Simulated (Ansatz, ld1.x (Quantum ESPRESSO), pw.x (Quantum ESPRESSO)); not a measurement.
pw.x on bcc Pd: one setting changed

Potential: norm-conserving Troullier–Martins (Kleinman–Bylander form), ld1.x (Quantum ESPRESSO) 7.5, PBE; core [Kr], reference 4d10 5s0 5p0; waves: 5s (bound, empty): rc 2.50 bohr; 4d (bound): rc 1.68 bohr; 5p (bound, empty): rc 3.90 bohr; local part: the p channel; core correction: none.

The reference run (k-mesh 15³, cutoffs 110/440 Ry, Fermi–Dirac 0.01 Ry, mixing_beta 0.4, conv_thr 1e-9, no spin) gives 0.21 GPa at 15.513 Å³/atom, where all-electron LAPW gives -0.29 GPa. This run, with its own iteration cap, changes k-mesh points per axis to 8.

```
&control
  calculation='scf', prefix='x', pseudo_dir='./', outdir='./tmp', tstress=.true., disk_io='none'
/
&system
  ibrav=0, nat=1, ntyp=1, ecutwfc=110, ecutrho=440, nbnd=12,
  occupations='smearing', smearing='fd', degauss=0.01
/
&electrons
  conv_thr=1e-09, mixing_beta=0.4, electron_maxstep=50
/
ATOMIC_SPECIES
Pd 1.0 Pd.UPF
CELL_PARAMETERS angstrom
  -1.57112932 1.57112932 1.57112932
  1.57112932 -1.57112932 1.57112932
  1.57112932 1.57112932 -1.57112932
ATOMIC_POSITIONS crystal
Pd 0.0000 0.0000 0.0000
K_POINTS automatic
8 8 8 0 0 0
```

```bash
pw.x < Pd.scf.in > Pd.scf.out
```

Task: How does the run end?

Result: It converges in 6 iterations; the free energy moves by +19.5 meV/atom and the pressure by +0.27 GPa.

```
Message from routine setup:
     using ibrav=0 with symmetry is DISCOURAGED, use correct ibrav instead
     lattice parameter (alat)  =       5.1425  a.u.
     unit-cell volume          =     104.6869 (a.u.)^3
     number of electrons       =        10.00
     number of Kohn-Sham states=           12
     kinetic-energy cutoff     =     110.0000  Ry
     charge density cutoff     =     440.0000  Ry
     scf convergence threshold =      1.0E-09
     Exchange-correlation= PBE
     number of k points=    29  Fermi-Dirac smearing, width (Ry)=  0.0100
     iteration #  1     ecut=   110.00 Ry     beta= 0.40
     total energy              =     -58.23598684 Ry
     estimated scf accuracy    <       0.23305835 Ry
     iteration #  2     ecut=   110.00 Ry     beta= 0.40
     total energy              =     -58.27101093 Ry
     estimated scf accuracy    <       0.00249193 Ry
     iteration #  3     ecut=   110.00 Ry     beta= 0.40
     total energy              =     -58.27135319 Ry
     estimated scf accuracy    <       0.00028077 Ry
     iteration #  4     ecut=   110.00 Ry     beta= 0.40
     total energy              =     -58.27135909 Ry
     estimated scf accuracy    <       0.00000243 Ry
     iteration #  5     ecut=   110.00 Ry     beta= 0.40
     total energy              =     -58.27135937 Ry
     estimated scf accuracy    <       0.00000012 Ry
     iteration #  6     ecut=   110.00 Ry     beta= 0.40
     the Fermi energy is    13.3410 ev
!    total energy              =     -58.27135938 Ry
     estimated scf accuracy    <          1.5E-10 Ry
     smearing contrib. (-TS)   =      -0.00561196 Ry
     The total energy is F=E-TS. E is the sum of the following terms:
     one-electron contribution =       4.99681037 Ry
     hartree contribution      =       7.96452546 Ry
     xc contribution           =      -9.93997651 Ry
     ewald contribution        =     -61.28710674 Ry
     convergence has been achieved in   6 iterations
          total   stress  (Ry/bohr**3)                   (kbar)     P=        4.87
     Message from routine punch:
     Nothing written, as per user request (disk_io='none')
```

The run took about 6.4 s on one core of a shared host (Neoverse-V1, 32 threads, 247 GiB, load 11).
